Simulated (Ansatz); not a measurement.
**Equation of state of indium, fcc**

Computed with Ansatz, DFT, BLYP, plane waves (420 eV) with PAW, scalar-relativistic. The PAW files were generated under PBE, with cores re-solved for the functional.

The cell is scaled uniformly from the relaxed one, with fractional coordinates and shape fixed. Energies are extrapolated to zero smearing, pressures are those at the given smearing. Magnetic state: spin not included.

```json
{"V (Å³/atom)": "27.350", "E − E₀ (meV/atom)": "39.2", "P (GPa)": "4.00"}
{"V (Å³/atom)": "28.594", "E − E₀ (meV/atom)": "15.5", "P (GPa)": "2.32"}
{"V (Å³/atom)": "29.837", "E − E₀ (meV/atom)": "3.3", "P (GPa)": "1.02"}
{"V (Å³/atom)": "31.080", "E − E₀ (meV/atom)": "0.0", "P (GPa)": "0.01"}
{"V (Å³/atom)": "32.323", "E − E₀ (meV/atom)": "3.6", "P (GPa)": "-0.77"}
{"V (Å³/atom)": "33.566", "E − E₀ (meV/atom)": "12.6", "P (GPa)": "-1.39"}
{"V (Å³/atom)": "34.810", "E − E₀ (meV/atom)": "25.8", "P (GPa)": "-1.86"}
```

(1) Fit a third-order Birch-Murnaghan equation.

## Answers

(1) V₀ = 31.00 Å³/atom, B₀ = 23 GPa, B₀′ = 5.3.
